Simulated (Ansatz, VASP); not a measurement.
Al in VASP and in Ansatz

Contents of INCAR:

```
  PREC = Accurate
  ENCUT = 520
  EDIFF = 1E-6
  ISMEAR = -1
  SIGMA = 0.08
  LREAL = F
  LASPH = T
  NELM = 60
  ALGO = Normal
  ISIF = 2
  LWAVE = F
  LCHARG = T
  GGA = PS
  LELF = T
  LVHAR = T
  NBANDS = 8
```

The input KPOINTS:

```
regular mesh
0
Gamma
  16 16 16
```

The input POSCAR:

```
Al
1.0
    2.2135703432      0.0000000000      0.0000000000
    0.0000000000      2.2135703432      0.0000000000
    0.0000000000      0.0000000000      2.2135703432
Al
1
Direct
    0.0000000000      0.0000000000      0.0000000000
```

Input for Ansatz:

```yaml
crystal:
  lattice:
    - [2.2135703432, 0.0, 0.0]
    - [0.0, 2.2135703432, 0.0]
    - [0.0, 0.0, 2.2135703432]
  atoms:
    - { symbol: Al, position: [0.0, 0.0, 0.0] }
kpoints:
  mp_grid: { grid: [16, 16, 16] }
scf:
  occupations: { method: fermi_dirac, width: 0.08 }
hamiltonian:
  xc: pbesol
  pseudopotentials: { kind: all_electron, lapw: { basis_error: 0.001 } }
output:
  forces: true
  stress: true
  eigenvalues: true
  populations: true
```

Change from the starting cell: volume scaled by 0.55, LAPW.

Alike in both runs: task single point; functional PBEsol; k mesh 16 × 16 × 16; occupations fermi-dirac, width 0.08 eV; no spin polarisation.

|  | VASP | Ansatz |
| --- | --- | --- |
| version | VASP 6.6.1 | Ansatz 0.2.0 |
| potentials or method | VASP PAW PBE potentials, release 64 (Al) | all-electron LAPW, scalar-relativistic |
| plane-wave cutoff (eV) | 520 | see its input |

|  | VASP | Ansatz | Ansatz less VASP |
| --- | --- | --- | --- |
| pressure (GPa) | 120.2 | 118.5 | -1.71 |

Ansatz ran all-electron here, so the differences hold the error of VASP's frozen core and of both bases.

Caveats: the cell as given lies far from equilibrium; so large a pressure means that the cell lies far from this level's equilibrium, or that cutoff or potentials fall short (VASP); the potentials were made for another functional, which shifts forces and pressure (VASP).
